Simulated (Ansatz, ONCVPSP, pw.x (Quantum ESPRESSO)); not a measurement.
**pw.x on bcc H: one setting changed**

Potential: optimised norm-conserving Vanderbilt (ONCV), ONCVPSP 4.0.1, PBE; core none, reference 1s1; waves: 1s: rc 1.30 bohr, ncon 4, nbas 7, qcut 5.9 1/bohr, 1 projector; p scattering state at 0.1 Ha: rc 1.80 bohr, ncon 4, nbas 7, qcut 4.9 1/bohr, 2 projectors, debl 1.2 Ha; local part: polynomial inside 0.95 bohr (lpopt 5, dvloc0 2 Ha); core correction: none.

The reference run (k-mesh 18³, cutoffs 45/180 Ry, Fermi–Dirac 0.01 Ry, mixing_beta 0.4, conv_thr 1e-9, no spin) gives -1.79 GPa at 3.033 Å³/atom, where all-electron LAPW gives -2.27 GPa. This run, with its own iteration cap, changes degauss to 1e-05, a wrong or extreme entry chosen on purpose.

```
&control
  calculation='scf', prefix='x', pseudo_dir='./', outdir='./tmp', tstress=.true., disk_io='none'
/
&system
  ibrav=0, nat=1, ntyp=1, ecutwfc=45, ecutrho=180, nbnd=7,
  occupations='smearing', smearing='fd', degauss=1e-05
/
&electrons
  conv_thr=1e-09, mixing_beta=0.4, electron_maxstep=70
/
ATOMIC_SPECIES
H 1.0 H.UPF
CELL_PARAMETERS angstrom
  -0.91187954 0.91187954 0.91187954
  0.91187954 -0.91187954 0.91187954
  0.91187954 0.91187954 -0.91187954
ATOMIC_POSITIONS crystal
H 0.0000 0.0000 0.0000
K_POINTS automatic
18 18 18 0 0 0
```

```bash
pw.x < H.scf.in > H.scf.out
```

Problem. How does the run end?

Solution. It converges in 3 iterations; the free energy moves by +3.4 meV/atom and the pressure by -0.16 GPa. With next to no smearing the run approaches the zero-width result on this mesh, which converges more slowly with k-points.

```
Message from routine setup:
     using ibrav=0 with symmetry is DISCOURAGED, use correct ibrav instead
     lattice parameter (alat)  =       2.9847  a.u.
     unit-cell volume          =      20.4677 (a.u.)^3
     number of electrons       =         1.00
     number of Kohn-Sham states=            7
     kinetic-energy cutoff     =      45.0000  Ry
     charge density cutoff     =     180.0000  Ry
     scf convergence threshold =      1.0E-09
     Exchange-correlation= PBE
     number of k points=   195  Fermi-Dirac smearing, width (Ry)=  0.0000
     iteration #  1     ecut=    45.00 Ry     beta= 0.40
     total energy              =      -1.07289431 Ry
     estimated scf accuracy    <       0.00000129 Ry
     iteration #  2     ecut=    45.00 Ry     beta= 0.40
     total energy              =      -1.07289676 Ry
     estimated scf accuracy    <       0.00000050 Ry
     iteration #  3     ecut=    45.00 Ry     beta= 0.40
     the Fermi energy is     3.7144 ev
!    total energy              =      -1.07289682 Ry
     estimated scf accuracy    <          1.3E-10 Ry
     smearing contrib. (-TS)   =      -0.00000011 Ry
     The total energy is F=E-TS. E is the sum of the following terms:
     one-electron contribution =       0.62675923 Ry
     hartree contribution      =       0.01732994 Ry
     xc contribution           =      -0.66103531 Ry
     ewald contribution        =      -1.05595057 Ry
     convergence has been achieved in   3 iterations
          total   stress  (Ry/bohr**3)                   (kbar)     P=      -19.52
     Message from routine punch:
     Nothing written, as per user request (disk_io='none')
```

The run took about 2 s on one core of a shared host (Intel(R) Xeon(R) Platinum 8488C, 192 threads, 744 GiB, load 100).
